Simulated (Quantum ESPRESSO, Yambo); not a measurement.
**LiH (Fm-3m): G0W0 in Yambo against the bands**

Aim: move the bands of a G0W0 run on LiH (Fm-3m) over a wide range.

Main program and level: Yambo 5.3.0; PBE and many-body steps on it, plane waves.

Most raw output is cut from this account.

The database entry behind the starting cell differs from later determinations by our own check (the deuteride, about 0.2 % short), so it need not match the best structure at ambient conditions.

## (1) The starting structure

It takes space group Fm-3m (No. 225, cubic). Conventional cell: a = 4.074 Å, b = 4.074 Å, c = 4.074 Å, α = 90.00°, β = 90.00°, γ = 90.00°. Li has 6 H at 2.04 Å nearest. H has 6 Li at 2.04 Å nearest. Farther neighbours are not listed.

Structure file:

```xyz
2
Lattice="0.0000 2.0368 2.0368 2.0368 0.0000 2.0368 2.0368 2.0368 0.0000" Properties=species:S:1:pos:R:3 pbc="T T T"
Li    0.0000    0.0000    0.0000
H     2.0368    2.0368    2.0368
```

The cell and positions come from the Crystallography Open Database and are kept as given unless a step says otherwise.

## (2) 13 bands

This step: Yambo 5.3.0; G0W0 on PBE, plane waves, norm-conserving pseudopotentials.

G0W0 replaces the xc potential by the self-energy, built once from these orbitals. Only a window of levels is corrected, while the sums run over the empty bands that the input names.

The input, gw1.in:

```
HF_and_locXC
gw0
dyson
ppa
em1d
rim_cut
RandQpts= 1000000
RandGvec= 1 RL
EXXRLvcs= 66 Ry
VXCRLvcs= 264 Ry
Chimod= "HARTREE"
% BndsRnXp
 1 | 13 |
%
NGsBlkXp= 15.5 Ry
% LongDrXp
 1 | 1 | 1 |
%
% GbndRnge
 1 | 13 |
%
DysSolver= "n"
ExtendOut
PPAPntXp= 27.21138 eV
% QPkrange
 7 | 7 | 1 | 4 |
 1 | 1 | 1 | 4 |
%
```

On the command line:

```console
$ OMP_NUM_THREADS=1 mpirun -n 8 yambo -F gw1.in -J gw1 -C gw1 > gw1.log
```

Wall time 4.1 s (8 MPI ranks of Arm Neoverse V1, shared host); peak memory 1.9 GiB.

This step gave:

* G0W0 gap on the points computed: 4.671 eV
* starting gap on the mesh: 3.022 eV
* k of the valence top: 0, -0.5, -0.5
* k of the conduction bottom: 0, -0.5, -0.5
* least direct G0W0 gap on the computed points: 4.671 eV
* Z at the valence top: 0.7779
* Z at the conduction bottom: 0.8146

The gap on the mesh goes from 3.02 eV to 4.67 eV, a correction of +1.65 eV.

## (3) 26 bands

gw2.in, as its differences from gw1.in of step 2:

```diff
@@ -12,3 +12,3 @@
 % BndsRnXp
- 1 | 13 |
+ 1 | 26 |
 %
@@ -19,3 +19,3 @@
 % GbndRnge
- 1 | 13 |
+ 1 | 26 |
 %
```

On the command line:

```console
$ OMP_NUM_THREADS=1 mpirun -n 8 yambo -F gw2.in -J gw2 -C gw2 > gw2.log
```

The job ended after 4.9 s (8 MPI ranks; peak memory 2.1 GiB).

Numbers from this step:

| Quantity | Value |
| --- | --- |
| G0W0 gap on the points computed | 4.755 eV |
| starting gap on the mesh | 3.022 eV |
| k of the valence top | 0, -0.5, -0.5 |
| k of the conduction bottom | 0, -0.5, -0.5 |
| least direct G0W0 gap on the computed points | 4.755 eV |
| Z at the valence top | 0.7772 |
| Z at the conduction bottom | 0.8135 |

Against the run before, the gap moves by +0.085 eV.

## (4) 52 bands

gw3.in, as its differences from gw2.in of step 3:

```diff
@@ -12,3 +12,3 @@
 % BndsRnXp
- 1 | 26 |
+ 1 | 52 |
 %
@@ -19,3 +19,3 @@
 % GbndRnge
- 1 | 26 |
+ 1 | 52 |
 %
```

On the command line:

```console
$ OMP_NUM_THREADS=1 mpirun -n 8 yambo -F gw3.in -J gw3 -C gw3 > gw3.log
```

Wall time 6.9 s (8 MPI ranks); peak memory 2.1 GiB.

This step gave:

```yaml
g0w0_gap_on_the_points_computed: 4.827 eV
starting_gap_on_the_mesh: 3.022 eV
k_of_the_valence_top: 0, -0.5, -0.5
k_of_the_conduction_bottom: 0, -0.5, -0.5
least_direct_g0w0_gap_on_the_computed_points: 4.827 eV
```

Against the run before, the gap moves by +0.072 eV.

## (5) 94 bands

gw4.in, as its differences from gw3.in of step 4:

```diff
@@ -12,3 +12,3 @@
 % BndsRnXp
- 1 | 52 |
+ 1 | 94 |
 %
@@ -19,3 +19,3 @@
 % GbndRnge
- 1 | 52 |
+ 1 | 94 |
 %
```

On the command line:

```console
$ OMP_NUM_THREADS=1 mpirun -n 8 yambo -F gw4.in -J gw4 -C gw4 > gw4.log
```

The job ended after 9.9 s (8 MPI ranks; peak memory 2.1 GiB; 70 s of CPU time).

Numbers from this step:

* G0W0 gap on the points computed: 4.862 eV
* starting gap on the mesh: 3.022 eV
* k of the valence top: 0, -0.5, -0.5
* k of the conduction bottom: 0, -0.5, -0.5
* least direct G0W0 gap on the computed points: 4.862 eV

Against the run before, the gap moves by +0.034 eV.

## (6) 144 bands

gw5.in, as its differences from gw4.in of step 5:

```diff
@@ -12,3 +12,3 @@
 % BndsRnXp
- 1 | 94 |
+ 1 | 144 |
 %
@@ -19,3 +19,3 @@
 % GbndRnge
- 1 | 94 |
+ 1 | 144 |
 %
```

On the command line:

```console
$ OMP_NUM_THREADS=1 mpirun -n 8 yambo -F gw5.in -J gw5 -C gw5 > gw5.log
```

It took 14 s on 8 MPI ranks; peak memory 2.3 GiB; 1.7 min of CPU time.

Numbers from this step:

| Item | Value |
| --- | --- |
| G0W0 gap on the points computed | 4.872 eV |
| starting gap on the mesh | 3.022 eV |
| k of the valence top | 0, -0.5, -0.5 |
| k of the conduction bottom | 0, -0.5, -0.5 |
| least direct G0W0 gap on the computed points | 4.872 eV |

Against the run before, the gap moves by +0.011 eV.

## (7) 201 bands

gw6.in, as its differences from gw5.in of step 6:

```diff
@@ -12,3 +12,3 @@
 % BndsRnXp
- 1 | 144 |
+ 1 | 201 |
 %
@@ -19,3 +19,3 @@
 % GbndRnge
- 1 | 144 |
+ 1 | 201 |
 %
```

On the command line:

```console
$ OMP_NUM_THREADS=1 mpirun -n 8 yambo -F gw6.in -J gw6 -C gw6 > gw6.log
```

Elapsed: 18 s, on 8 MPI ranks; peak memory 2.4 GiB; 2.3 min of CPU time.

Numbers from this step:

| Property | Result |
| --- | --- |
| G0W0 gap on the points computed | 4.875 eV |
| starting gap on the mesh | 3.022 eV |
| k of the valence top | 0, -0.5, -0.5 |
| k of the conduction bottom | 0, -0.5, -0.5 |
| least direct G0W0 gap on the computed points | 4.875 eV |

Against the run before, the gap moves by +0.003 eV.

## (8) The runs together

Times are wall times on 8 MPI ranks of Arm Neoverse V1, shared host, good to a factor of about two.

```csv
run,mesh,bands,screening cutoff (eV),DFT gap (eV),gap on the mesh (eV),direct (eV),time
13 bands,4×4×4,13,210.9,3.022,4.671,4.671,4.1 s
26 bands,4×4×4,26,210.9,3.022,4.755,4.755,4.9 s
52 bands,4×4×4,52,210.9,3.022,4.827,4.827,6.9 s
94 bands,4×4×4,94,210.9,3.022,4.862,4.862,9.9 s
144 bands,4×4×4,144,210.9,3.022,4.872,4.872,14 s
201 bands,4×4×4,201,210.9,3.022,4.875,4.875,18 s
```

## (9) What came out

```json
{
 "13 bands": "4.671 eV",
 "26 bands": "4.755 eV",
 "52 bands": "4.827 eV",
 "94 bands": "4.862 eV",
 "144 bands": "4.872 eV",
 "201 bands": "4.875 eV",
 "known limits": "not at the basis limit; coarse k mesh"
}
```

The setting moved: bands. From 13 bands to 201 bands the gap moves by +0.20 eV, for 4.4 times the time. It holds to 0.03 eV from 94 bands on. Bands and screening cutoff are coupled, so a series along one setting does not show full convergence. Bands and cutoff are finite, so the gap is not at the basis limit. The miss can reach some tenths of an eV and take either sign; the mesh is an error of its own. In the G0W0 runs levels were corrected at 2 k points alone, so a gap called «on the mesh» is the least over those, and an edge elsewhere would be missed. The 4×4×4 mesh is coarse for this cell, which bears on the long-range parts of exchange and screening.

[Paths, hosts, dates, memory and timing lines, banners, echoed tables and standing remarks are left out of the program output.]

[Logs are printed without paths, hosts, clocks, repeated set-up lines and the standing remarks that a program may print on its own settings, such as how far it seeks lower states.]

[Runs of the session that timed out or met a known fault of the program may be left out.]

[Hosts, paths, dates, database ids (printed as entryN), source tags and the programs' standing remarks are cut or masked in the printed files.]
